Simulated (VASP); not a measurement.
Runs of VASP 6.6.1 on Cu. The structure is cubic, space group Fm-3m (No. 225). Conventional cell: a = 3.615 Å, b = 3.615 Å, c = 3.615 Å, α = 90.00°, β = 90.00°, γ = 90.00°. Cu (site symmetry m-3m) is surrounded by 12 Cu at 2.56 Å. 

```tsv
level	pressure (GPa)
r2SCAN	-4.3
SCAN	(a)
TPSS	-4.4
rSCAN	-4.8
```

Alike in all rows: task band structure; potentials or basis VASP PAW PBE potentials, release 64 (Cu); no spin polarisation; cell as given; k mesh 13 × 13 × 13; cutoff (eV) 520; smearing fermi-dirac 0.05 eV.

Q: Estimate the missing entries.

A: (a) -6.3.

Caveats: the PAW data sets were made with another functional, which shifts forces and pressure a little.

Runs at the PBE level aren't shown here.
